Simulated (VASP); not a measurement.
# HPb2 (P-3m1) in VASP: notebook

The runs below take HPb2 through relaxation of cell and atoms, with PBE, PBEsol.

Everything below comes from runs of VASP 6.6.1. Logs are shortened: lines on timing, memory, paths and dates and some standing lists are left out, and cuts for length are marked.

## Step 1: Starting point

Symmetry: P-3m1, No. 164, trigonal system. Conventional cell: a = 4.642 Å, b = 4.642 Å, c = 3.416 Å, α = 90.00°, β = 90.00°, γ = 120.00°. H (site symmetry -3m) has 12 Pb at 3.09 to 3.27 Å and 2 H at 3.42 Å as nearest neighbours. Pb (site symmetry 3m) has 3 Pb at 2.70 Å and 3 H at 3.09 Å as nearest neighbours.

The cell was built by a generator and needn't be a form met in nature.

## Step 2: Relaxation of cell and atoms, PBE

Input file INCAR:

```
PREC     = Accurate       # precision mode
ENCUT    = 600            # plane-wave cutoff, eV
EDIFF    = 1E-7           # SCF threshold, eV
ISMEAR   = 0              # smearing method
SIGMA    = 0.05           # smearing width, eV
LREAL    = False          # projectors in reciprocal space
LASPH    = True           # aspherical terms in the spheres
NELM     = 100            # most SCF steps
ALGO     = Normal         # electronic algorithm
ISIF     = 3              # what is computed and relaxed
LWAVE    = False          # write WAVECAR
LCHARG   = False          # write CHGCAR
GGA      = PE             # functional
IBRION   = 2              # ionic algorithm
NSW      = 60             # ionic steps
EDIFFG   = -0.02          # ionic threshold
```

Input file KPOINTS:

```
Automatic mesh
0
Gamma
  7 7 8
```

Input file POSCAR:

```
HPb2
1.0
    4.6423265400      0.0000000000      0.0000000000
   -2.3211632700      4.0203727200      0.0000000000
    0.0000000000      0.0000000000      3.4162270300
H Pb
1 2
Direct
    0.0000000000      0.0000000000      0.0000000000
    0.3333333300      0.6666666700      0.4499999900
    0.6666666700      0.3333333300      0.5500000100
```

Potentials or basis: VASP PAW PBE potentials, release 64 (H, Pb_d).

Command:

```bash
cat potpaw_PBE.64/H/POTCAR potpaw_PBE.64/Pb_d/POTCAR > POTCAR
mpirun -np 1 vasp_std > vasp.out
```

OUTCAR:

```text
PREC = Accurate
   ENCUT = 600
   EDIFF = 1E-7
   ISMEAR = 0
   LREAL = False
   LASPH = True
   NELM = 100
   ISIF = 3
   GGA = PE
   IBRION = 2
   NSW = 60
   EDIFFG = -0.02

 ion  position               nearest neighbor table
   1  0.000  0.000  0.000-
   2  0.333  0.667  0.450-   3 2.70   3 2.70   3 2.70   3 4.08   3 4.08   3 4.08
   3  0.667  0.333  0.550-   2 2.70   2 2.70   2 2.70   2 4.08   2 4.08   2 4.08

  LATTYP: Found a hexagonal cell.
 ALAT       =     4.6423265400
 C/A-ratio  =     0.7358868448

  Lattice vectors:

 A1 = (   4.6423265400,   0.0000000000,   0.0000000000)
 A2 = (  -2.3211632700,   4.0203727200,   0.0000000000)
 A3 = (   0.0000000000,   0.0000000000,   3.4162270300)

Analysis of symmetry for initial positions (statically):
=====================================================================
 Subroutine PRICEL returns:
 Original cell was already a primitive cell.

 Routine SETGRP: Setting up the symmetry group for a
 hexagonal supercell.

 Subroutine GETGRP returns: Found 12 space group operations
 (whereof 12 operations were pure point group operations)
 out of a pool of 24 trial point group operations.

The static configuration has the point symmetry D_3d.

Analysis of symmetry for dynamics (positions and initial velocities):
=====================================================================
 Subroutine PRICEL returns:
 Original cell was already a primitive cell.

 Routine SETGRP: Setting up the symmetry group for a
 hexagonal supercell.

 Subroutine GETGRP returns: Found 12 space group operations
 (whereof 12 operations were pure point group operations)
 out of a pool of 24 trial point group operations.

The dynamic configuration has the point symmetry D_3d.

 Subroutine INISYM returns: Found 12 space group operations
 (whereof 12 operations are pure point group operations),
 and found     1 'primitive' translations

----------------------------------------------------------------------------------------

                                     Primitive cell

  volume of cell :      63.7601

  direct lattice vectors                    reciprocal lattice vectors
     4.642326540  0.000000000  0.000000000     0.215409233  0.124366579  0.000000000
    -2.321163270  4.020372720  0.000000000     0.000000000  0.248733157  0.000000000
     0.000000000  0.000000000  3.416227030     0.000000000  0.000000000  0.292720592

  length of vectors
     4.642326540  4.642326543  3.416227030     0.248733157  0.248733157  0.292720592

  position of ions in fractional coordinates (direct lattice)
     0.000000000  0.000000000  0.000000000
     0.333333330  0.666666670  0.449999990
     0.666666670  0.333333330  0.550000010

  ion indices of the primitive-cell ions
   primitive index   ion index
                 1           1
                 2           2
                 3           3

----------------------------------------------------------------------------------------

 KPOINTS: Automatic mesh

Automatic generation of k-mesh.
 Grid dimensions read from file:
 generate k-points for:    7    7    8

 Generating k-lattice:

  Cartesian coordinates                     Fractional coordinates (reciprocal lattice)
     0.030772748  0.017766654  0.000000000     0.142857143  0.000000000  0.000000000
     0.000000000  0.035533308  0.000000000     0.000000000  0.142857143  0.000000000
     0.000000000  0.000000000  0.036590074     0.000000000  0.000000000  0.125000000

  Length of vectors
     0.035533308  0.035533308  0.036590074

  Shift w.r.t. Gamma in fractional coordinates (k-lattice)
     0.000000000  0.000000000  0.000000000

 Subroutine IBZKPT returns following result:
 ===========================================

 Found     52 irreducible k-points:

 Following reciprocal coordinates:
            Coordinates               Weight
  0.000000  0.000000  0.000000      1.000000
  0.142857 -0.000000  0.000000      6.000000
  0.285714 -0.000000  0.000000      6.000000
  0.428571  0.000000  0.000000      6.000000
  0.142857  0.142857  0.000000      6.000000
  0.285714  0.142857  0.000000     12.000000
[... 16 lines left out ...]
  0.000000  0.142857  0.250000      6.000000
  0.285714 -0.000000  0.250000      6.000000
 [... further k-points ...]
   k-points           NKPTS =     52   k-points in BZ     NKDIM =     52   number of bands    NBANDS=     18
   number of dos      NEDOS =    301   number of ions     NIONS =      3
   total plane-waves  NPLWV =  44800
   dimension x,y,z NGX =    40 NGY =   40 NGZ =   28
   dimension x,y,z NGXF=    80 NGYF=   80 NGZF=   56
   ions per type =               1   2
   NGX,Y,Z   is equivalent  to a cutoff of  14.32, 14.32, 13.63 a.u.
   NGXF,Y,Z  is equivalent  to a cutoff of  28.65, 28.65, 27.25 a.u.
 SYSTEM =  unknown system
   PREC   = accura    normal or accurate (medium, high low for compatibility)
   ISTART =      0    job   : 0-new  1-cont  2-samecut
   ICHARG =      2    charge: 1-file 2-atom 10-const
   ISPIN  =      1    spin polarized calculation?
   LNONCOLLINEAR =      F non collinear calculations
   LSORBIT =      F    spin-orbit coupling
   LASPH  =      T    aspherical Exc in radial PAW
   ENCUT  =  600.0 eV  44.10 Ry    6.64 a.u.   9.27  9.27  6.82*2*pi/ulx,y,z
   NELM   =    100;   NELMIN=  2; NELMDL= -5     # of ELM steps
   EDIFF  = 0.1E-06   stopping-criterion for ELM
   LREAL  =      F    real-space projection
   EDIFFG = -.2E-01   stopping-criterion for IOM
   NSW    =     60    number of steps for IOM
   IBRION =      2    ionic relax: 0-MD 1-quasi-New 2-CG
   NFREE  =      1    steps in history (QN), initial steepest desc. (CG)
   ISIF   =      3    stress and relaxation
   ISYM   =      2    0-nonsym 1-usesym 2-fastsym
   POTIM  = 0.5000    time-step for ionic-motion
   TEBEG  =    0.0;   TEEND  =   0.0 temperature during run
   PSTRESS=    0.0 pullay stress
   NELECT =      29.0000    total number of electrons
   NUPDOWN=      -1.0000    fix difference up-down
   EMIN   =  10.00;   EMAX   =-10.00  energy-range for DOS
   EFERMI =   0.00;   METHOD = LEGACY
   ISMEAR =     0;   SIGMA  =   0.05  broadening in eV -4-tet -1-fermi 0-gaus
   EFERMI_NEDOS =   21; number of points for ismear=-14 and -15
   IALGO  =     38    algorithm
   IMIX   =      4    mixing-type and parameters
     AMIX     =   0.40;   BMIX     =  1.00
     AMIX_MAG =   1.60;   BMIX_MAG =  1.00
  volume/ion in A,a.u.               =      21.25       143.42
  Fermi-wavevector in a.u.,A,eV,Ry     =   1.258997  2.379159 21.566223  1.585073
  Thomas-Fermi vector in A             =   2.392578
   LORBIT       =      0    0 simple, 1 ext, 2 COOP (PROOUT), +10 PAW based schemes
   GGA     = PE    functional components
   LHFCALC =     F    Hartree Fock is set to
   AEXX    =    0.0000 exact exchange contribution
   IVDW    =     0    specifies the selected vdW correction
   LEPSILON=     F    determine dielectric tensor
   LRPA    =     F    only Hartree local field effects (RPA)
 conjugate gradient relaxation of ions
 non-spin polarized calculation
 Gauss-broadening in eV      SIGMA  =   0.05
  energy-cutoff  :      600.00
  volume of cell :       63.76
 maximum number of plane-waves:      2161
 NGX is ok and might be reduce to    40
   NGX = 19   NGY = 19   NGZ = 13

--------------------------------------- Ionic step        1  -------------------------------------------

 number of electron      29.0000001 magnetization

 Free energy of the ion-electron system (eV)
  ---------------------------------------------------
  ext. energy  EPLUGINS =         0.00000000
  ---------------------------------------------------
  free energy    TOTEN  =        -7.26046059 eV

  energy without entropy =       -7.25796100  energy(sigma->0) =       -7.25921080

 E-fermi :   6.5829     XC(G=0): -10.0961

 val. band max:        6.5827839825   @ k =   0.1429   0.1429   0.5000
 cond. band min:       6.6303726580   @ k =   0.0000   0.0000   0.3750
 fundamental gap:      0.0475886754
 Fermi energy:         6.5828701402

 k-point     1 :       0.0000    0.0000    0.0000
  band No.  band energies     occupation
      1     -11.1479      2.00000
      2     -11.0007      2.00000
      3     -11.0007      2.00000
      4     -10.7921      2.00000
      5     -10.7921      2.00000
      6     -10.4734      2.00000
[... 1100 lines left out ...]
      4     -12.4522      2.00000
      5     -12.3893      2.00000
      6     -12.3823      2.00000
[... 10 lines left out ...]
     17       7.1579      0.00000
     18       8.3286      0.00000

 [... further k-points ...]

[... ionic steps 4 to 32 ...]

--------------------------------------- Ionic step       33  -------------------------------------------

 number of electron      29.0000000 magnetization

------------------------ aborting loop because EDIFF is reached ----------------------------------------

  FORCE on cell =-STRESS in cart. coord.  units (eV):
  Direction    XX          YY          ZZ          XY          YZ          ZX
  --------------------------------------------------------------------------------------
  -------------------------------------------------------------------------------------
  Total       -0.0042285     -0.0042285      0.0803537     -0.0000000     -0.0000000      0.0000000
  in kB       -0.0937340     -0.0937340      1.7812071     -0.0000000     -0.0000000      0.0000000
  external PRESSURE =       0.5312464 kB  Pullay stress =       0.0000000 kB
[... 59 lines left out ...]
  energy  without entropy=       -9.0385473839  energy(sigma->0) =       -9.03902984

--------------------------------------- Ionic step       35  -------------------------------------------

 number of electron      29.0000000 magnetization

 Free energy of the ion-electron system (eV)
  ---------------------------------------------------
  ext. energy  EPLUGINS =         0.00000000
  ---------------------------------------------------
  free energy    TOTEN  =        -9.03960324 eV

  energy without entropy =       -9.03862254  energy(sigma->0) =       -9.03911289

 E-fermi :   5.4295     XC(G=0):  -9.5542

 val. band max:        5.4009043099   @ k =   0.0000   0.0000   0.2500
 cond. band min:       5.4491761235   @ k =   0.2857  -0.0000   0.3750
 fundamental gap:      0.0482718136
 Fermi energy:         5.4295412492

 k-point     1 :       0.0000    0.0000    0.0000
  band No.  band energies     occupation
      1     -11.7419      2.00000
      2     -11.6394      2.00000
      3     -11.6394      2.00000
      4     -11.5110      2.00000
      5     -11.4876      2.00000
      6     -11.4876      2.00000
[... 525 lines left out ...]
  FREE ENERGIE OF THE ION-ELECTRON SYSTEM (eV)
  ---------------------------------------------------
  free  energy   TOTEN  =        -9.0396032387 eV

  energy  without entropy=       -9.0386225444  energy(sigma->0) =       -9.03911289

 reached required accuracy - stopping structural energy minimisation
```

Run time: 14 min. Hardware: 1 thread of Intel Xeon Platinum 8559C (Emerald Rapids), shared host; peak memory 0.25 GiB.

What came out:

| Quantity | Value |
| --- | --- |
| Free energy | -9.0396 eV |
| Relaxed volume | 24.13 Å³/atom |
| Relaxed cell | a = 4.875 Å, b = 4.875 Å, c = 3.516 Å, α = 90.00°, β = 90.00°, γ = 120.00° |
| Space group after relaxing (to 0.05 Å) | P-3m1 (No. 164) |
| Energy gained by relaxing | 593.0 meV/atom |
| Ionic steps | 35 |
| Pressure after relaxing | 0.0 GPa |
| Largest force after relaxing | 0.005 eV/Å |
| Band gap on the k mesh | none (metal or under the smearing width) |

Forces on the atoms (eV/Å):
```
H    0.000  0.000  0.000
Pb   0.000  0.000  0.005
Pb   0.000  0.000 -0.005
```

Step by step:
```csv
step,energy change (eV),largest force (eV/Å),pressure (GPa),volume (Å³)
1,0.0000,0.9783,15.35,63.76
2,-0.9013,0.2779,-2.05,84.10
3,-0.9127,0.3460,-0.79,80.89
4,-0.9132,0.3334,-1.03,81.43
5,-0.9533,0.3052,-0.78,79.88
6,-0.9853,0.2992,-0.18,77.71
7,-0.9238,0.3435,2.50,73.28
8,-0.9881,0.3254,0.11,76.98
9,-0.9881,0.3483,0.59,76.03
10,-0.9892,0.3396,0.36,76.47
11,-1.0107,0.3722,0.15,76.71
12,-1.0809,0.4586,-0.45,77.44
13,-1.2390,0.5126,-1.43,78.90
14,-1.3966,0.0721,-2.35,81.85
15,-1.4026,0.0573,-2.35,81.78
16,-1.4186,0.0174,-2.33,81.56
17,-1.4407,0.0808,-2.19,81.12
18,-1.4345,0.2563,-1.65,80.22
19,-1.4456,0.1862,-1.94,80.70
20,-1.4634,0.1928,-1.84,80.23
21,-1.5178,0.2004,-1.54,78.81
22,-1.6133,0.1801,-0.79,76.00
23,-1.7311,0.0888,1.60,70.43
24,-1.7312,0.0218,2.66,68.52
25,-1.7347,0.0313,2.15,69.38
26,-1.7671,0.0902,1.02,70.58
27,-1.7710,0.1462,0.57,71.14
28,-1.7710,0.1516,0.53,71.21
29,-1.7746,0.1195,0.24,71.73
30,-1.7771,0.0504,-0.34,72.93
31,-1.7772,0.0614,-0.26,72.73
32,-1.7786,0.0274,-0.09,72.48
33,-1.7790,0.0012,0.05,72.28
34,-1.7791,0.0048,0.07,72.25
35,-1.7791,0.0047,0.00,72.38
```

Final structure:
```cif
data_structure
_symmetry_space_group_name_H-M 'P 1'
_symmetry_Int_Tables_number 1
_cell_length_a 4.8752
_cell_length_b 4.8752
_cell_length_c 3.5163
_cell_angle_alpha 90.000
_cell_angle_beta 90.000
_cell_angle_gamma 120.000
_cell_volume 72.38
loop_
_atom_site_label
_atom_site_type_symbol
_atom_site_fract_x
_atom_site_fract_y
_atom_site_fract_z
_atom_site_occupancy
H1 H 0.00000 0.00000 0.00000 1
Pb1 Pb 0.33333 0.66667 0.22092 1
Pb2 Pb 0.66667 0.33333 0.77908 1
```

Levels at points of the mesh, in eV from the Fermi level:
```csv
k point,band 13,band 14,band 15,band 16,band 17,band 18
"(0.00, 0.00, 0.00)",-1.20,-1.03,-1.03,2.16,2.16,2.64
"(0.00, 0.00, 0.50)",-0.64,-0.30,0.74,1.58,1.58,2.26
```

Spin-orbit coupling is left out, which matters for the levels of Pb.

## Step 3: Relaxation of cell and atoms, PBEsol

Input file INCAR:

```
PREC = Accurate ; ENCUT = 600
EDIFF = 1E-6 ; ISMEAR = 0
SIGMA = 0.05 ; LREAL = F
LASPH = T ; NELM = 80
ALGO = Normal ; ISIF = 3
LWAVE = F ; LCHARG = F
GGA = PS ; IBRION = 2
NSW = 40 ; EDIFFG = -0.01
```

KPOINTS is that of step 2.

POSCAR is that of step 2.

Potentials or basis: VASP PAW PBE potentials, release 64 (H, Pb_d).

Command:

```bash
cat potpaw_PBE.64/H/POTCAR potpaw_PBE.64/Pb_d/POTCAR > POTCAR
mpirun -np 1 vasp_std > vasp.out
```

Run time: 9.4 min. Hardware: 1 thread of Intel Xeon Platinum 8559C (Emerald Rapids), shared host; peak memory 0.25 GiB.

The run converged. Its results:

```yaml
Free_energy: -9.8836 eV
Relaxed_volume: 22.72 Å³/atom
Relaxed_cell: a = 4.781 Å, b = 4.781 Å, c = 3.444 Å, α = 90.00°, β = 90.00°, γ = 120.00°
Space_group_after_relaxing_to_0.05_Å: P-3m1 (No. 164)
Energy_gained_by_relaxing: 523.0 meV/atom
Ionic_steps: 30
Pressure_after_relaxing: 0.0 GPa
Largest_force_after_relaxing: 0.008 eV/Å
Band_gap_on_the_k_mesh: none (metal or under the smearing width)
```

Forces on the atoms (eV/Å):
```
H    0.000  0.000  0.000
Pb   0.000  0.000  0.008
Pb   0.000  0.000 -0.008
```

Step by step:
| step | energy change (eV) | largest force (eV/Å) | pressure (GPa) | volume (Å³) |
| --- | --- | --- | --- | --- |
| 1 | 0.0000 | 0.9271 | 11.88 | 63.76 |
| 2 | -0.6439 | 0.3301 | -2.54 | 79.13 |
| 3 | -0.6506 | 0.3894 | -1.43 | 77.03 |
| 4 | -0.6509 | 0.3799 | -1.58 | 77.33 |
| 5 | -0.7176 | 0.3299 | -1.19 | 75.32 |
| 6 | -0.7562 | 0.3305 | -0.36 | 73.14 |
| 7 | -0.6531 | 0.3345 | 3.31 | 68.71 |
| 8 | -0.7581 | 0.3403 | -0.05 | 72.53 |
| 9 | -0.7583 | 0.3447 | 0.16 | 72.24 |
| 10 | -0.7783 | 0.3832 | 0.16 | 72.05 |
| 11 | -0.8503 | 0.4978 | 0.16 | 71.49 |
| 12 | -1.0491 | 0.6095 | 0.00 | 70.36 |
| 13 | -1.4315 | 0.1944 | 0.78 | 68.10 |
| 14 | -0.5241 | 0.6320 | 11.33 | 63.64 |
| 15 | -1.4379 | 0.2666 | 1.90 | 67.15 |
| 16 | -1.4523 | 0.0661 | 1.29 | 67.59 |
| 17 | -1.4681 | 0.1508 | 1.21 | 67.74 |
| 18 | -1.4831 | 0.3786 | 1.09 | 68.16 |
| 19 | -1.4841 | 0.3302 | 1.05 | 68.08 |
| 20 | -1.4986 | 0.3036 | 0.75 | 68.41 |
| 21 | -1.5306 | 0.2183 | -0.28 | 69.41 |
| 22 | -1.5463 | 0.0264 | -1.91 | 71.39 |
| 23 | -1.5480 | 0.0740 | -1.58 | 70.92 |
| 24 | -1.5611 | 0.0559 | -0.98 | 69.84 |
| 25 | -1.5686 | 0.0176 | -0.01 | 68.18 |
| 26 | -1.5686 | 0.0217 | -0.07 | 68.28 |
| 27 | -1.5688 | 0.0177 | -0.05 | 68.22 |
| 28 | -1.5689 | 0.0130 | 0.06 | 68.08 |
| 29 | -1.5689 | 0.0153 | 0.05 | 68.11 |
| 30 | -1.5689 | 0.0079 | 0.00 | 68.16 |

Final structure:
```
H Pb
1.0
     4.78066    0.00000    0.00000
    -2.39033    4.14017    0.00000
     0.00000    0.00000    3.44392
H Pb
1 2
Direct
  0.00000 0.00000 0.00000
  0.33333 0.66667 0.22295
  0.66667 0.33333 0.77705
```

Levels at points of the mesh, in eV from the Fermi level:
```tsv
k point	band 12	band 13	band 14	band 15	band 16	band 17	band 18
(0.00, 0.00, 0.00)	-5.26	-1.15	-1.10	-1.10	2.16	2.16	2.77
(0.00, 0.00, 0.50)	-7.77	-0.44	-0.13	0.81	1.70	1.70	2.33
```

Caveat: the PAW data sets were made with another functional, which shifts forces and pressure a little.

## Step 4: For comparison

An earlier run on the cell as given: functional PBE; potentials or basis VASP PAW PBE potentials, release 64 (H, Pb_d); cutoff 520 eV; k mesh 7 × 7 × 8; occupations fermi-dirac, width 0.05 eV; no spin polarisation.

* Pressure: 15.3 GPa
* Largest force: 0.970 eV/Å
* Band gap on the k mesh: none (metal or under the smearing width)

## Step 5: Overview

| task | level | cell | cutoff (eV) | smearing | gap on the mesh (eV) | pressure (GPa) | relaxed volume (Å³/atom) | largest force (eV/Å) |
| --- | --- | --- | --- | --- | --- | --- | --- | --- |
| relaxation of cell and atoms | PBE | relaxed | 600 | gaussian 0.05 eV | none | 0.0 | 24.13 | - |
| relaxation of cell and atoms | PBEsol | relaxed | 600 | gaussian 0.05 eV | none | 0.0 | 22.72 | 0.01 |
| single point | PBE | as given | 520 | fermi-dirac 0.05 eV | none | 15.3 | - | 0.97 |

Alike in all rows: potentials or basis VASP PAW PBE potentials, release 64 (H, Pb_d); no spin polarisation; k mesh 7 × 7 × 8.

Caveats: the PAW data sets were made with another functional, which shifts forces and pressure a little (some runs); so large a pressure means that the cell lies far from this level's equilibrium, or that cutoff or potentials fall short (some runs).

Total energies depend on the potentials used, so only differences within one code and one set of settings carry meaning.
